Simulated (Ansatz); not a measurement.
# ZrN: the cost of one run

Program: Ansatz 0.2.0. Level of theory: DFT PBE, scalar-relativistic, plane waves, PAW. These are calculated values, not measurements.

2 further runs of the same task are left out: 2 set aside as unsound or not needed.

### Step 1. The system as given

Symmetry: Fm-3m, No. 225, cubic system. The conventional cell has a = 4.596 Å, b = 4.596 Å, c = 4.596 Å, α = 90.00°, β = 90.00°, γ = 90.00°. Zr (site symmetry m-3m) is surrounded by 6 N at 2.30 Å. N (site symmetry m-3m) is surrounded by 6 Zr at 2.30 Å.

Structure file:

```
Zr N
1.0
     0.00000    2.29785    2.29785
     2.29785    0.00000    2.29785
     2.29785    2.29785    0.00000
Zr N
1 1
Direct
  0.00000 0.00000 0.00000
  0.50000 0.50000 0.50000
```

This cell was relaxed beforehand with the same method: volume 12.13 Å³/atom, gap on the mesh none (metal).

### Step 2. The cell under 16 GPa

What is minimised here is the enthalpy; the energy can go up as the cell is squeezed.

Contents of input.yaml:

```yaml
crystal:
  lattice:
    - [0.0, 2.2978528912, 2.2978528912]
    - [2.2978528912, 0.0, 2.2978528912]
    - [2.2978528912, 2.2978528912, 0.0]
  atoms:
    - { symbol: Zr, position: [0.0, 0.0, 0.0] }
    - { symbol: "N", position: [0.5, 0.5, 0.5] }
basis:
  ecutwfc: 420
kpoints:
  mp_grid: { grid: [16, 16, 16] }
hamiltonian:
  xc: pbe
scf:
  occupations: { method: fermi_dirac, width: 0.15 }
output:
  forces: true
  stress: true
  eigenvalues: true
relax:
  adjacent_minimum: "off"
  f_tol: 0.001
  max_steps: 60
  cell: { stress_tol: 0.02, p_target: 16.0 }
```

The run is started by

```sh
> ansatz run input.yaml --threads 1 --pin off --max-ram 3072MiB --backend cpu --events-out ev --progress --plain --runs-dir out
```

What time and memory should one allow on 1 thread of AMD EPYC 9R45 (Zen 5), shared host?

About 10 s, with a peak of 0.39 GiB.
